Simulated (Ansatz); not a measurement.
CdO (Monteponite):

```
Cd O
1.0
     0.00000    2.34950    2.34950
     2.34950    0.00000    2.34950
     2.34950    2.34950    0.00000
Cd O
1 1
Direct
  0.00000 0.00000 0.00000
  0.50000 0.50000 0.50000
```

```yaml
Program: Ansatz 0.2.0
Task: relaxation of cell and atoms
Functional: BLYP
Dispersion: D4
Potentials_or_basis: Ansatz PAW
Cutoff: "420 eV (not typed: the program's choice for these potentials)"
k_mesh: 10 × 10 × 10
Occupations: fermi-dirac, width 0.05 eV
Spin: no spin polarisation
```

At the start: volume 12.97 Å³/atom.

Problem. Where does the relaxation end?

Solution. It ends after 7 steps and the volume is 13.42 Å³/atom (+3.4 %); space group Fm-3m (No. 225, to 0.05 Å).

Step by step:
```tsv
step	energy change (eV)	largest force (eV/Å)	volume (Å³)
1	0.0000	0.0000	25.94
2	-0.0078	0.0000	26.99
3	-0.0090	0.0000	26.81
4	-0.0091	0.0000	26.80
5	-0.0131	0.0000	26.80
6	-0.0130	0.0000	26.83
7	-0.0130	0.0000	26.83
```

Final structure:
```yaml
crystal:
  lattice:
    - [0.00000, 2.37618, 2.37618]
    - [2.37618, 0.00000, 2.37618]
    - [2.37618, 2.37618, 0.00000]
  atoms:
    - { symbol: Cd, position: [0.00000, 0.00000, 0.00000] }
    - { symbol: O, position: [0.50000, 0.50000, 0.50000] }
```

Caveat: the plane-wave basis is chosen anew once the cell has moved, so the energies of steps on either side of that aren't comparable; the pressure holds a Pulay correction of +0.6 GPa for the finite cutoff; the PAW data sets come from PBE, with cores solved anew for the run's functional, which leaves a small shift of forces and pressure.
